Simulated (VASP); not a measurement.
Set up this calculation in VASP 6.6.1, as the native input.

```yaml
Task: single point
Functional: PBE
Potentials_or_basis: VASP PAW PBE potentials, release 64 (Li_sv)
Cutoff: 520 eV
k_mesh: 8 × 8 × 4
Occupations: gaussian, width 0.05 eV
Spin: no spin polarisation
Dipole_correction: no
Further_INCAR_settings: ALGO = Fast; EDIFF = 1e-07; NBANDS = 10
```

The structure of Li lies in POSCAR:

```
Li
1.0
    3.0811964745      0.0000000000      0.0000000000
   -1.5405982373      2.6683944209      0.0000000000
    0.0000000000      0.0000000000      4.9306147689
Li
2
Direct
    0.3333333333      0.6666666667      0.7500000000
    0.6666666667      0.3333333333      0.2500000000
```

The cell was built by a generator and needn't be a form met in nature.

One way to write it, as run:

INCAR

```
ALGO = Fast
EDIFF = 1E-7
ENCUT = 520
GGA = PE
ISIF = 2
ISMEAR = 0
LASPH = True
LCHARG = False
LREAL = False
LWAVE = False
NBANDS = 10
NELM = 100
PREC = Accurate
SIGMA = 0.05
```

KPOINTS

```
k-points
0
Gamma
  8 8 4
```

Potentials or basis: VASP PAW PBE potentials, release 64 (Li_sv).

Command:

```console
$ cat potpaw_PBE.64/Li_sv/POTCAR > POTCAR
$ mpirun -np 1 vasp_std > vasp.out
```

Results of the run:

The band gap on the k mesh is none (metal or under the smearing width).

Wall time 17 s on 1 thread of AMD EPYC 7R13 Processor (Zen 3), with other jobs on the host, peak memory 0.11 GiB.
